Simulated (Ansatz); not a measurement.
Here is an Ansatz 0.2.0 calculation.

input.yaml

```yaml
crystal:
  lattice:
    - [0.0, 2.024805, 2.024805]
    - [2.024805, 0.0, 2.024805]
    - [2.024805, 2.024805, 0.0]
  atoms:
    - { symbol: Al, position: [0.0, 0.0, 0.0] }
kpoints:
  mp_grid: { grid: [11, 11, 11] }
scf:
  occupations: { method: fermi_dirac, width: 0.05 }
hamiltonian:
  xc: pbesol
  pseudopotentials: { kind: all_electron, lapw: { basis_error: 0.001 } }
output:
  forces: true
  stress: true
relax:
  f_tol: 0.005
  max_steps: 60
  cell: {}
```

Potentials or basis: all-electron LAPW, scalar-relativistic.

The run is started by

```sh
$ ansatz run input.yaml --threads 1 --pin off --max-ram 3072MiB --backend cpu --events-out ev --progress --plain --runs-dir out
```

(1) Estimate the space group after relaxing (to 0.05 Å).

(2) Predict the relaxed cell.

(3) Predict the relaxed volume.

Answers

(1) Fm-3m (No. 225).

(2) a = 2.841 Å, b = 2.841 Å, c = 2.841 Å, α = 60.00°, β = 60.00°, γ = 60.00°.

(3) 16.21 Å³/atom.

The cell as given is a measured one (16.60 Å³/atom); PBEsol puts the equilibrium volume -2.4 % from it, thermal expansion not counted.
